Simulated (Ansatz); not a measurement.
Here is an Ansatz input file for TaC, space group Fm-3m. Write the same calculation for the Python package.

```yaml
crystal:
  lattice:
    - [0.0, 2.223, 2.223]
    - [2.223, 0.0, 2.223]
    - [2.223, 2.223, 0.0]
  atoms:
    - { symbol: Ta, position: [0.0, 0.0, 0.0] }
    - { symbol: C, position: [0.5, 0.5, 0.5] }
kpoints:
  mp_grid: { grid: [13, 13, 13], shift: [0.0, 0.0, 0.0] }
  band_path:
    path:
      - [0.375, 0.375, 0.75]
      - [0.0, 0.0, 0.0]
      - [0.5, 0.5, 0.5]
      - [0.5, 0.25, 0.75]
      - [0.5, 0.0, 0.5]
    npoints: 10
scf:
  n_extra_bands: 10
  occupations: { method: fermi_dirac, width: 0.05 }
```

The program run on that file:
```console
$ ansatz run input.yaml --threads 1 --pin off --max-ram 3072MiB --backend cpu --events-out ev --progress --plain --runs-dir out
scf.n_extra_bands = 10 over 9 filled bands (N_el = 17.0): the run solves 19 bands
Engine: ansatz 0.2.0, x86_64-unknown-linux-gnu
Pseudopotentials: kind: paw
Pseudopotential: Ta, paw, valence charge 13, recommended cutoff 420 eV (normal), Ta.paw.azcp
Pseudopotential: C, paw, valence charge 4, recommended cutoff 420 eV (normal), C.paw.azcp
Functional definition: PBE
  parameter kappa = 0.804
  parameter beta = 0.06672455060314922
  exchange = pbe_x(kappa = kappa, mu = beta*pi^2/3)
  correlation = pbe_c(beta = beta)
Crystal: 2 atoms, lattice volume = 21.971 Å³
Basis set: ecut = 420 eV, 411 PW (Γ)
Bands: 19, of which v1, the nominal top of the filled ones, is band 9 counted from 1 (8 counted from 0)
Symmetry: 48 space group operations
Space group: Fm-3m (ITA 225), of the structure as read, at distance tolerance 2.8e-5 Å
k-points: 84 of 2197
Non-local potential: Ta, projectors of the file, l = 0: 3, l = 1: 2, l = 2: 2, l = 3: 1
Non-local potential: C, projectors of the file, l = 0: 2, l = 1: 2, l = 2: 1
PAW form: soft (Blöchl's): semilocal exchange-correlation on the pseudo side does not see the compensation charge
PAW one-centre angular grid: Ta, 590 points (default); XC on 64 Gauss nodes
PAW one-centre angular grid: C, 110 points (default); XC on 64 Gauss nodes
Initial density: superposition of atomic densities (neutral atoms: chi_scale 0, normalization atom), corrected by the library's trained network
Initial wavefunctions: pseudopotential atomic-orbital guess
Functional: x = pbe(κ = 0.804, μ = 0.2195149727645171), c = pbe(β = 0.06672455060314922)
SCF iter   1: F=—  HF=-10184.384020 eV  |F-HF|=—  |Δ(HF+E_count)|=         —  Δρ=1.91e-3  dr2=5.47e-4  ethr=1.77e-3  ⟨swp⟩=6.0  Hψ=7999  notcnv=0  defer=22
preconditioner: auto → none  [metal: Δε(μ)=0.108 eV  Ē_g=17.186 eV  σ=0.050 eV  W_gap=0.46  n_scr=8 (ndim 8)  ℏωp=23.8 eV  f_vac=0.000  D(μ)=0.44/eV (n_scr^D=0)  sad-step TF]
SCF iter   2: F=—  HF=-10184.383756 eV  |F-HF|=—  |Δ(HF+E_count)|=   2.64e-4  Δρ=1.40e-3  dr2=3.89e-4  ethr=3.22e-6  ⟨swp⟩=2.3  Hψ=2645  notcnv=0  defer=82
SCF iter   3: F=—  HF=-10184.383774 eV  |F-HF|=—  |Δ(HF+E_count)|=   1.78e-5  Δρ=3.06e-4  dr2=1.15e-5  ethr=2.29e-6  ⟨swp⟩=2.1  Hψ=1688  notcnv=0  defer=82
SCF iter   4: F=—  HF=-10184.383774 eV  |F-HF|=—  |Δ(HF+E_count)|=   6.01e-7  Δρ=7.92e-5  dr2=5.20e-7  ethr=6.79e-8  ⟨swp⟩=1.6  Hψ=1508  notcnv=0  defer=82
iter 5 did not close the SCF: its close was put off for the readings that it lacked (scf_convergence_deferred on its scf_iter line)
SCF iter   5: F=-10184.383774 eV  HF=-10184.383774 eV  |F-HF|=4.07e-10  |Δ(HF+E_count)|=   6.72e-8  Δρ=3.10e-6  dr2=1.25e-9  ethr=3.06e-9  ⟨swp⟩=1.9  Hψ=1601  notcnv=0  defer=82
SCF iter   6: F=-10184.383774 eV  HF=-10184.383774 eV  |F-HF|=1.82e-12  |Δ(HF+E_count)|=  7.46e-11  Δρ=7.29e-7  dr2=5.38e-11  ethr=7.36e-12  ⟨swp⟩=4.8  Hψ=5809  notcnv=0
SCF 1 converged in 6 iterations: F = -10184.383774 eV  dr2 = 5.38e-11
  greatest PAW one-centre occupation: 0.999 electrons in one spin orbital (limit 2), on the Ta atom at site 0 (counted from 0), in its partial waves of l = 0
NSCF: frozen V_eff on 41 k-points
SCF converged after 6 iterations
Free energy (F): -10184.383774 eV
Harris-Foulkes:  -10184.383774 eV  (|F-HF|=1.82e-12)
Internal energy: -10184.380200 eV  (E = F + TS)
E sigma→0 (E₀):  -10184.381987 eV
Entropy (-TS):   -0.003574 eV (-1.787 meV/atom)
Fermi energy:    20.167073 eV
--- Per-component energies (eV) ---
  E_band       = -62.050428
  E_kinetic    = 457.730419
  E_local      = -548.754131  (includes V_loc(G=0)·N_el)
  E_nonlocal   = 41.116568
  E_hartree    = 187.033690
  E_xc         = -268.376072
  E_vxc        = -266.106746  (∫ρ·V_xc dr)
  E_paw        = -8496.032790  (= ΣΔE_a)
  E_vpaw       = -120.104026  (= ΣTr[D̂ρ^β])
  E_aug_tail   = 0.000142  (compensation charges beyond the density's cutoff)
  E_ewald      = -1557.098026
  E_smearing   = -0.003574  (= −TS)
  E_closure    = 0.000000  (closes the sum)
  Σ components = -10184.383774   (vs F -10184.383774, Δ=0.00e0)
--- Band table (eV; the first three rows and the last of 84) ---
  k-point 0: bands = ["-48.5747", "-14.8439", "-14.8439", "-14.8439", "5.3159", "18.8159", "18.8159", "18.8159", "19.6631", "19.6631", "19.6631", "20.8293", "20.8293", "26.7689", "30.0027", "44.1421", "44.1421", "44.1421", "46.3011"]
  k-point 1: bands = ["-48.5720", "-14.8885", "-14.8483", "-14.8483", "5.4831", "17.9854", "18.3781", "18.3781", "19.3049", "19.3049", "20.1416", "21.9580", "21.9580", "27.0922", "30.4237", "42.2071", "43.1325", "43.1325", "46.5568"]
  k-point 2: bands = ["-48.5644", "-15.0102", "-14.8606", "-14.8606", "5.9651", "16.6526", "17.2563", "17.2563", "19.6781", "19.6781", "20.6204", "23.6800", "23.6800", "27.8762", "31.5368", "39.6107", "40.9789", "40.9789", "46.6945"]
  k-point 83: bands = ["-48.5113", "-15.3313", "-15.2715", "-15.0980", "8.3213", "14.5623", "15.1334", "15.3621", "21.4026", "22.0853", "24.3158", "25.3030", "26.7597", "32.6061", "33.1251", "33.8487", "36.6315", "40.4585", "40.5693"]
```

`bands_tac.py`:
```python
'''Bands of TaC along a path through the zone.'''

import ansatz as az
from ase import Atoms
import numpy as np


def main() -> None:
    atoms = Atoms(
        ['Ta', 'C'],
        scaled_positions=[
            (0.0, 0.0, 0.0),
            (0.5, 0.5, 0.5),
        ],
        cell=[
            (0.0, 2.223, 2.223),
            (2.223, 0.0, 2.223),
            (2.223, 2.223, 0.0),
        ],
        pbc=True,
    )
    cell = az.Crystal.from_ase(atoms)

    # vertices of the path, as fractions of the reciprocal vectors
    path = [
        ('K', (0.375, 0.375, 0.75)),
        ('G', (0.0, 0.0, 0.0)),
        ('L', (0.5, 0.5, 0.5)),
        ('W', (0.5, 0.25, 0.75)),
        ('X', (0.5, 0.0, 0.5)),
    ]
    calculation = (
        cell.calculation()
        .kpoints(13, 13, 13, center='gamma')
        .occupations('Fermi-Dirac', width=0.05)  # the run then minimises F = E - TS
        .band_structure([point for _, point in path], intervals=10)
        .scf(extra_bands=10)
    )
    history = []
    result = calculation.session().plan().execute(on_event=lambda event: history.append(event['data']['dr2_ev']) if event['event'] == 'scf_iter' else None)
    summary = result.report
    print('density residual by iteration (eV):', ' '.join(f'{value:.1e}' for value in history[:40]))

    for key in ('converged', 'n_iterations', 'n_electrons', 'n_kpoints', 'n_pw', 'n_symmetry_ops', 'free_energy_ev', 'fermi_energy_ev'):
        print(f'{key:18s} {summary[key]}')

    bands = result.band_structure()
    fermi = bands.fermi_energy_ev
    print(f'zero of the bands: {fermi:.3f} eV, the Fermi level found on the SCF mesh')
    for spin, channel in enumerate(bands.channels):
        print('channel', spin, '- computed levels within 8 eV of the Fermi level')
        for i, (label, _) in enumerate(path):
            levels = channel.eigenvalues_ev[i * 10] - fermi
            print(f'  {label:3s}', ' '.join(f'{e:7.3f}' for e in levels if abs(e) < 8))


if __name__ == '__main__':
    main()
```

```console
$ python bands_tac.py
DeckWarning: basis.ecutwfc = 420 eV, auto-derived from the records' recommended cutoffs: set by Ta (normal level)
density residual by iteration (eV): 5.5e-04 3.9e-04 1.2e-05 5.2e-07 1.3e-09 5.4e-11
converged          True
n_iterations       6
n_electrons        17.0
n_kpoints          84
n_pw               411
n_symmetry_ops     48
free_energy_ev     -10184.38377423272
fermi_energy_ev    20.167072770597038
zero of the bands: 20.167 eV, the Fermi level found on the SCF mesh
channel 0 - computed levels within 8 eV of the Fermi level
  K    -5.939  -4.925  -3.869  -0.624   3.183   4.020   6.333   6.408
  G    -1.351  -1.351  -1.351  -0.504  -0.504  -0.504   0.662   0.662   6.602
  L    -5.531  -5.531   2.745   2.745   3.730   5.352
  W    -5.328  -5.027  -5.027   1.615   1.615   4.151   5.027   6.447
  X    -4.642  -4.592  -1.783  -1.783   2.640   4.138   4.138   6.970
```
(Warnings from the package without file and line.)

Caveats:
- Total energies depend on the potentials; only differences at equal settings carry meaning. A total without «per atom» is that of the cell as typed.
- Only differences from the Fermi energy are physical; the zero of the scale is a convention.
- Of the deposited cell: the entry's cell lengths or inner coordinates differ somewhat from later room-temperature determinations.
- No functional is typed, so the default, PBE, holds.
- The structure is a deposited one; some such entries were measured under pressure or heat, so a shift against it needn't be the functional's error alone.
- Levels are Kohn-Sham eigenvalues on this mesh, without spin-orbit coupling.
- Run time: 5.3 s on 1 thread of Intel(R) Xeon(R) Processor @ 2.30GHz, with other jobs on the host, peak memory 0.48 GiB.

(Lines on the test bed's own set-up are left out of the output.)
